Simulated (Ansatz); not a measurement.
Li2O under a change: tensor shear ε_xz = −0.65 %

Take Li2O in the anti-fluorite structure (space group Fm-3m, No. 225; a = 4.573 Å) as the base. Axes: x, y, z lie along the cube axes.

It is then changed as follows: a pure shear with ε_xz = ε_zx = -0.0065, atoms relaxed at fixed cell.

Computed with plane-wave PAW DFT at the r2SCAN level (Ansatz, a first-principles code, 500 eV), spin-orbit coupling left out. Γ-centred 12×12×12 mesh, Fermi–Dirac width 0.05 eV.

- Space group: Immm (No. 71) (base Fm-3m (No. 225))
- Shortest interatomic distance: 1.971 Å (base 1.980 Å)
- Energy relative to the base (free energy F): +0.3 meV/atom
- Pressure (mean of the normal stresses, compression positive): 0.02 GPa (base 0.01 GPa)
- Band gap: 5.75 eV (base 5.77 eV)
- Gap character: indirect, Γ → X
- Smallest direct gap: 6.19 eV (base 6.20 eV)
- Electron mass: 0.81 mₑ along k, 0.43 mₑ across (at X) (base 0.81 mₑ along k, 0.43 mₑ across (at X))
- Valence-band top at Γ (three highest levels, from the VBM): 0.00, -0.02, -0.03 eV (base 0.00, 0.00, 0.00 eV)
- Valley order (the lowest conduction-band minima on the path, energy above the VBM, named in the base's zone): X along [010] 5.75 eV; X along [100] 5.75 eV; Γ 6.19 eV (base X along ⟨100⟩ 5.77 eV; Γ 6.20 eV)
- Stress (xx, yy, zz, yz, xz, xy; compression positive): (0.03, 0.02, 0.03, 0.00, 0.83, 0.00) GPa

Cost of the whole job for the changed cell (relaxation, final SCF and bands): about 11 core-seconds (a rough figure).

The cells carry an imposed strain or load. Masses are band curvatures over ±0.01 Å⁻¹ around the edge. Along k means along the line from Γ to the band edge. No phonon test of stability was made. k-point labels follow each cell's own Brillouin zone.
